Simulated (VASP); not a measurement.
# MgO (P6_3mc) in VASP: notebook

Runs on MgO. Level: r2SCAN. Tasks: single point.

Program: VASP 6.6.1. These are calculated values, not measurements. Logs are shortened: lines on timing, memory, paths and dates and some standing lists are left out, and cuts for length are marked.

## (1) The structure

The structure is hexagonal, space group P6_3mc (No. 186). The conventional cell has a = 3.308 Å, b = 3.308 Å, c = 4.983 Å, α = 90.00°, β = 90.00°, γ = 120.00°. Mg (site symmetry 3m) is surrounded by 4 O at 1.97 to 1.99 Å. O (site symmetry 3m) is surrounded by 4 Mg at 1.97 to 1.99 Å.

Measurements of this composition are mostly on another form, of space group No. 225.

## (2) Single point, r2SCAN

INCAR reads:

```
SYSTEM = MgO
  PREC = Accurate
  ENCUT = 1400
  EDIFF = 1E-6
  ISMEAR = 0
  SIGMA = 0.05
  LREAL = .False.
  LASPH = .True.
  NELM = 100
  ALGO = Normal
  ISIF = 2
  LWAVE = .False.
  LCHARG = .False.
  METAGGA = R2SCAN
  LMIXTAU = .True.
  NBANDS = 16
  ADDGRID = .False.
```

KPOINTS reads:

```
Automatic mesh
0
Gamma
  4 4 2
  0 0 0
```

POSCAR reads:

```
MgO
1.0
    3.3077869865      0.0000000000      0.0000000000
   -1.6538934933      2.8646275606      0.0000000000
    0.0000000000      0.0000000000      4.9828816700
Mg O
2 2
Direct
    0.6666666667      0.3333333333      0.5021597400
    0.3333333333      0.6666666667      0.0021597400
    0.6666666667      0.3333333333      0.9024402600
    0.3333333333      0.6666666667      0.4024402600
```

Potentials or basis: VASP PAW PBE potentials, release 64 (Mg, O_h).

Command:

```bash
> cat potpaw_PBE.64/Mg/POTCAR potpaw_PBE.64/O_h/POTCAR > POTCAR
> mpirun -np 1 vasp_std > vasp.out
```

OUTCAR:

```text
SYSTEM = MgO
   PREC = Accurate
   ENCUT = 1400
   EDIFF = 1E-6
   ISMEAR = 0
   LREAL = .False.
   LASPH = .True.
   NELM = 100
   ISIF = 2
   METAGGA = R2SCAN

 Found      8 irreducible k-points:

 Following reciprocal coordinates:
            Coordinates               Weight
  0.000000  0.000000  0.000000      1.000000
  0.250000  0.000000  0.000000      6.000000
  0.500000  0.000000  0.000000      3.000000
  0.250000  0.250000  0.000000      6.000000
  0.000000  0.000000  0.500000      1.000000
  0.250000  0.000000  0.500000      6.000000
   k-points           NKPTS =      8   k-points in BZ     NKDIM =      8   number of bands    NBANDS=     16
   number of dos      NEDOS =    301   number of ions     NIONS =      4
   total plane-waves  NPLWV = 102400
   dimension x,y,z NGX =    40 NGY =   40 NGZ =   64
   dimension x,y,z NGXF=    80 NGYF=   80 NGZF=  128
   ions per type =               2   2
   NGX,Y,Z   is equivalent  to a cutoff of  20.10, 20.10, 21.35 a.u.
   NGXF,Y,Z  is equivalent  to a cutoff of  40.21, 40.21, 42.71 a.u.
 SYSTEM =  MgO
   PREC   = accura    normal or accurate (medium, high low for compatibility)
   ISTART =      0    job   : 0-new  1-cont  2-samecut
   ICHARG =      2    charge: 1-file 2-atom 10-const
   ISPIN  =      1    spin polarized calculation?
   LNONCOLLINEAR =      F non collinear calculations
   LSORBIT =      F    spin-orbit coupling
   LASPH  =      T    aspherical Exc in radial PAW
   ENCUT  = 1400.0 eV 102.90 Ry   10.14 a.u.  10.09 10.09 15.20*2*pi/ulx,y,z
   NELM   =    100;   NELMIN=  2; NELMDL= -5     # of ELM steps
   EDIFF  = 0.1E-05   stopping-criterion for ELM
   LREAL  =      F    real-space projection
   EDIFFG = 0.1E-04   stopping-criterion for IOM
   NSW    =      0    number of steps for IOM
   IBRION =     -1    ionic relax: 0-MD 1-quasi-New 2-CG
   NFREE  =      0    steps in history (QN), initial steepest desc. (CG)
   ISIF   =      2    stress and relaxation
   ISYM   =      2    0-nonsym 1-usesym 2-fastsym
   POTIM  = 0.5000    time-step for ionic-motion
   TEBEG  =    0.0;   TEEND  =   0.0 temperature during run
   PSTRESS=    0.0 pullay stress
   NELECT =      16.0000    total number of electrons
   NUPDOWN=      -1.0000    fix difference up-down
   EMIN   =  10.00;   EMAX   =-10.00  energy-range for DOS
   EFERMI =   0.00;   METHOD = LEGACY
   ISMEAR =     0;   SIGMA  =   0.05  broadening in eV -4-tet -1-fermi 0-gaus
   EFERMI_NEDOS =   21; number of points for ismear=-14 and -15
   IALGO  =     38    algorithm
   IMIX   =      4    mixing-type and parameters
     AMIX     =   0.40;   BMIX     =  1.00
     AMIX_MAG =   1.60;   BMIX_MAG =  1.00
  volume/ion in A,a.u.               =      11.80        79.66
  Fermi-wavevector in a.u.,A,eV,Ry     =   1.141351  2.156842 17.724080  1.302683
  Thomas-Fermi vector in A             =   2.278052
   LORBIT       =      0    0 simple, 1 ext, 2 COOP (PROOUT), +10 PAW based schemes
   METAGGA = R2SCAN    functional components
   LHFCALC =     F    Hartree Fock is set to
   AEXX    =    0.0000 exact exchange contribution
   IVDW    =     0    specifies the selected vdW correction
   LEPSILON=     F    determine dielectric tensor
   LRPA    =     F    only Hartree local field effects (RPA)
 non-spin polarized calculation
 Gauss-broadening in eV      SIGMA  =   0.05
  energy-cutoff  :     1400.00
  volume of cell :       47.22
 maximum number of plane-waves:      5641
   NGX = 21   NGY = 21   NGZ = 31

 number of electron      16.0000001 magnetization

 Free energy of the ion-electron system (eV)
  ---------------------------------------------------
  ext. energy  EPLUGINS =         0.00000000
  ---------------------------------------------------
  free energy    TOTEN  =       -31.87588535 eV

  energy without entropy =      -31.87588535  energy(sigma->0) =      -31.87588535

 E-fermi :   1.3601     XC(G=0): -10.2023

 val. band max:        1.0605088810   @ k =   0.0000   0.0000   0.0000
 cond. band min:       5.1901195550   @ k =   0.0000   0.0000   0.0000
 fundamental gap:      4.1296106740
 Fermi energy:         1.3600637871

 k-point     1 :       0.0000    0.0000    0.0000
  band No.  band energies     occupation
      1     -16.1535      2.00000
      2     -15.3685      2.00000
      3      -2.2196      2.00000
      4       0.2576      2.00000
      5       0.2576      2.00000
      6       0.5999      2.00000
[... 8 lines left out ...]
     15      18.6028      0.00000
     16      18.6028      0.00000

 k-point     2 :       0.2500    0.0000    0.0000
  band No.  band energies     occupation
      1     -15.8848      2.00000
      2     -15.2958      2.00000
      3      -1.6583      2.00000
      4      -1.0067      2.00000
      5      -0.4320      2.00000
      6      -0.0426      2.00000
[... 8 lines left out ...]
     15      17.0114      0.00000
     16      17.4456      0.00000

 k-point     3 :       0.5000    0.0000    0.0000
  band No.  band energies     occupation
      1     -15.5327      2.00000
      2     -15.2908      2.00000
      3      -2.0410      2.00000
      4      -1.1325      2.00000
      5      -0.7067      2.00000
      6      -0.2761      2.00000
[... 8 lines left out ...]
     15      16.3091      0.00000
     16      18.1177      0.00000

 k-point     4 :       0.2500    0.2500    0.0000
  band No.  band energies     occupation
      1     -15.5435      2.00000
      2     -15.2823      2.00000
      3      -1.6837      2.00000
      4      -1.0701      2.00000
      5      -0.7251      2.00000
      6      -0.4717      2.00000
[... 8 lines left out ...]
     15      16.0073      0.00000
     16      18.2326      0.00000

 k-point     5 :       0.0000    0.0000    0.5000
  band No.  band energies     occupation
      1     -15.7747      2.00000
      2     -15.7747      2.00000
      3      -0.9376      2.00000
      4      -0.9376      2.00000
      5       0.4251      2.00000
      6       0.4251      2.00000
[... 8 lines left out ...]
     15      16.5947      0.00000
     16      16.5947      0.00000

 k-point     6 :       0.2500    0.0000    0.5000
  band No.  band energies     occupation
      1     -15.5937      2.00000
      2     -15.5937      2.00000
      3      -1.4558      2.00000
      4      -1.4558      2.00000
      5       0.2458      2.00000
      6       0.2458      2.00000
[... 8 lines left out ...]
     15      17.0567      0.00000
     16      17.0567      0.00000

 [... further k-points ...]

------------------------ aborting loop because EDIFF is reached ----------------------------------------

  FORCE on cell =-STRESS in cart. coord.  units (eV):
  Direction    XX          YY          ZZ          XY          YZ          ZX
  --------------------------------------------------------------------------------------
  -------------------------------------------------------------------------------------
  Total       -0.4363263     -0.4363263     -0.3257024      0.0000000      0.0000000      0.0000000
  in kB      -14.8059306    -14.8059306    -11.0521116      0.0000000      0.0000000      0.0000000
  external PRESSURE =     -13.5546576 kB  Pullay stress =       0.0000000 kB

 VOLUME and BASIS-vectors are now :
 -----------------------------------------------------------------------------
  energy-cutoff  :     1400.00
  volume of cell :       47.22
      direct lattice vectors                 reciprocal lattice vectors
     3.307786987  0.000000000  0.000000000     0.302316928  0.174542760  0.000000000
    -1.653893493  2.864627561  0.000000000     0.000000000  0.349085519  0.000000000
     0.000000000  0.000000000  4.982881670     0.000000000  0.000000000  0.200687086

 POSITION                                       TOTAL-FORCE (eV/Angst)
 -----------------------------------------------------------------------------------
      1.65389      0.95488      2.50220        -0.000000      0.000000      0.031183
     -0.00000      1.90975      0.01076         0.000000      0.000000      0.031183
      1.65389      0.95488      4.49675        -0.000000      0.000000     -0.031183
     -0.00000      1.90975      2.00531         0.000000      0.000000     -0.031183
 -----------------------------------------------------------------------------------
    total drift:                               -0.000000      0.000000     -0.007538

  FREE ENERGIE OF THE ION-ELECTRON SYSTEM (eV)
  ---------------------------------------------------
  free  energy   TOTEN  =       -31.8758853492 eV

  energy  without entropy=      -31.8758853492  energy(sigma->0) =      -31.87588535
```

Wall time 3 min (1 thread of AMD EPYC 7R43 (Zen 3), shared host); peak memory 0.31 GiB.

The run converged, but some of its settings lie outside the range that counts as converged, so its numbers aren't taken as properties of the crystal.

Results:

```yaml
Free_energy: -31.8759 eV
Pressure: -1.4 GPa
Largest_force: 0.031 eV/Å
Band_gap_on_the_k_mesh: 4.13 eV, direct
```

Caveat: the k mesh is coarse (spacing up to 0.63 Å⁻¹), so the values aren't converged; the PAW data sets were made with another functional, which shifts forces and pressure a little.

## (3) Single point, r2SCAN

INCAR is that of step 2.

KPOINTS is that of step 2.

POSCAR reads:

```
MgO
1.0
    3.3077869865      0.0000000000      0.0000000000
   -1.6538934933      2.8646275606      0.0000000000
    0.0000000000      0.0000000000      4.9828816700
Mg O
2 2
Direct
    0.6747690000      0.3351150000      0.5028290000
    0.3311760000      0.6515210000      0.0154490000
    0.6888710000      0.3367780000      0.8828130000
    0.3168690000      0.6615630000      0.3988200000
```

Potentials or basis: VASP PAW PBE potentials, release 64 (Mg, O_h).

Command:

```bash
> cat potpaw_PBE.64/Mg/POTCAR potpaw_PBE.64/O_h/POTCAR > POTCAR
> mpirun -np 1 vasp_std > vasp.out
```

Run time: 7.5 min. Hardware: 1 thread of AMD EPYC 7R43 (Zen 3), shared host; peak memory 0.3 GiB.

The run converged, but some of its settings lie outside the range that counts as converged, so its numbers aren't taken as properties of the crystal.

What came out:

* Free energy: -31.7107 eV
* Pressure: 0.4 GPa
* Largest force: 1.656 eV/Å
* Band gap on the k mesh: 4.21 eV, direct

Caveat: the k mesh is coarse (spacing up to 0.63 Å⁻¹), so the values aren't converged; the PAW data sets were made with another functional, which shifts forces and pressure a little.
